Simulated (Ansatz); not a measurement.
Pd:

```
CELL_PARAMETERS angstrom
2.78367 0.00000 0.00000
-1.39183 2.41072 0.00000
0.00000 0.00000 4.62889
ATOMIC_POSITIONS crystal
Pd 0.33333 0.66667 0.25000
Pd 0.66667 0.33333 0.75000
```

This isn't the form of Pd at room conditions, which is fcc.

```yaml
Program: Ansatz 0.2.0
Task: relaxation of cell and atoms
Functional: HSEsol
Potentials_or_basis: Ansatz PAW
Cutoff: "420 eV (not typed: the program's choice for these potentials)"
k_mesh: 6 × 6 × 3
Occupations: fermi-dirac, width 0.05 eV
Spin: no spin polarisation
```

At the start: volume 15.53 Å³/atom.

**Question.** How do energy, volume and symmetry change on relaxing?

**Answer.** It ends after 8 steps and the volume is 14.35 Å³/atom (-7.6 %); space group P6_3/mmc (No. 194, to 0.05 Å).

Step by step:
```csv
step,energy change (eV),largest force (eV/Å),volume (Å³)
1,0.0000,0.0000,31.06
2,-0.0827,0.0000,27.34
3,-0.1239,0.0000,28.91
4,-0.1263,0.0000,28.70
5,-0.1264,0.0000,28.68
6,-0.1220,0.0000,28.68
7,-0.1220,0.0000,28.69
8,-0.1220,0.0000,28.69
```

Final structure:
```
Pd
1.0
     2.68303    0.00000    0.00000
    -1.34152    2.32357    0.00000
     0.00000    0.00000    4.60240
Pd
2
Direct
  0.33333 0.66667 0.25000
  0.66667 0.33333 0.75000
```

Caveat: the k mesh is coarse (spacing up to 0.45 Å⁻¹), so the values aren't converged, least of all with exact exchange; the plane-wave basis is chosen anew once the cell has moved, so the energies of steps on either side of that aren't comparable; the PAW data sets come from PBE, with cores solved anew for the run's functional, which leaves a small shift of forces and pressure.
